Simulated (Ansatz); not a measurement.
# Crystal structures of palladium under revPBE

Computed with DFT, revPBE, plane waves (420 eV) with PAW, scalar-relativistic in Ansatz. The PAW files were generated under PBE, with cores re-solved for the functional.

Each structure is relaxed within its own symmetry, so a high-lying one may be dynamically unstable.

**Question.** Rank these structures of palladium by energy per atom, lowest first.
A. dhcp
B. simple cubic
C. fcc
D. hcp
E. A15
F. diamond
G. bcc
H. omega (AlB2-type)

**Answer.** C (0 meV/atom), A (13 meV/atom), D (29 meV/atom), G (43 meV/atom), H (101 meV/atom), E (115 meV/atom), B (482 meV/atom), F (1050 meV/atom).

```
        structure  ΔE (meV/atom)  V (Å³/atom)                                    cell                       magnetic state
              fcc              0        15.69                             a = 3.974 Å                    spin not included
             dhcp             13        15.71  a = 2.803 Å, c = 9.236 Å (c/a = 3.296)                    spin not included
              hcp             29        15.76  a = 2.796 Å, c = 4.655 Å (c/a = 1.665)                    spin not included
              bcc             43        15.76                             a = 3.159 Å                         non-magnetic
omega (AlB2-type)            101        16.03  a = 4.535 Å, c = 2.699 Å (c/a = 0.595)                    spin not included
              A15            115        16.12                             a = 5.052 Å                    spin not included
     simple cubic            482        18.32                             a = 2.636 Å                    spin not included
          diamond           1050        25.29                             a = 5.871 Å  ferromagnetic, net 0.46 μB per atom
```

ΔE counts from fcc.

Differences under about 8 meV lie within the error of the k-point mesh.
